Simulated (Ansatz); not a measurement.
# Hf3Si2: the cost of one run

Method: DFT PBE, scalar-relativistic, plane waves, PAW, in Ansatz 0.2.0.

2 further runs of the same task are left out: 1 that didn't finish, 1 set aside as unsound or not needed.

**1. Starting point**

Symmetry: P6/mmm, No. 191, hexagonal system. The conventional cell has a = 4.736 Å, b = 4.736 Å, c = 5.625 Å, α = 90.00°, β = 90.00°, γ = 120.00°. Hf (site symmetry mmm) has 4 Hf at 2.37 Å and 4 Si at 2.68 Å as nearest neighbours. Around Si (site symmetry 6mm) lie 1 Si at 2.50 Å and 6 Hf at 2.68 Å.

Coordinates:

```
Hf Si
1.0
     4.73565    0.00000    0.00000
    -2.36783    4.10119    0.00000
     0.00000    0.00000    5.62516
Hf Si
3 2
Direct
  0.50000 0.00000 0.00000
  0.00000 0.50000 0.00000
  0.50000 0.50000 0.00000
  0.00000 0.00000 0.77758
  0.00000 0.00000 0.22242
```

The cell is invented: random cell by space group and Wyckoff sites (P6/mmm, No. 191). Lengths come from tabulated atomic sizes and are only a guess.

**2. Probe: one point on a coarse mesh**

input.yaml reads:

```yaml
crystal:
  lattice:
    - [4.7356517, 0.0, 0.0]
    - [-2.36782585, 4.10119468, 0.0]
    - [0.0, 0.0, 5.62515761]
  atoms:
    - { symbol: Hf, position: [0.5, 0.0, 0.0] }
    - { symbol: Hf, position: [0.0, 0.5, 0.0] }
    - { symbol: Hf, position: [0.5, 0.5, 0.0] }
    - { symbol: Si, position: [0.0, 0.0, 0.77758464] }
    - { symbol: Si, position: [0.0, 0.0, 0.22241536] }
basis:
  ecutwfc: 420
kpoints:
  mp_grid: { grid: [6, 6, 4] }
hamiltonian:
  xc: pbe
scf:
  occupations: { method: gaussian, width: 0.1 }
  lower_state_search: "off"
output:
  forces: true
  stress: true
  eigenvalues: true
```

Started as:

```sh
$ ansatz run input.yaml --threads 1 --pin off --max-ram 2560MiB --backend cpu --events-out ev --progress --plain --runs-dir out
```

**Question.** How long does this run take on 1 thread of Intel Xeon Platinum 8488C (Sapphire Rapids), shared host, and how much memory does it need?

About 5.3 s, with a peak of 0.44 GiB.
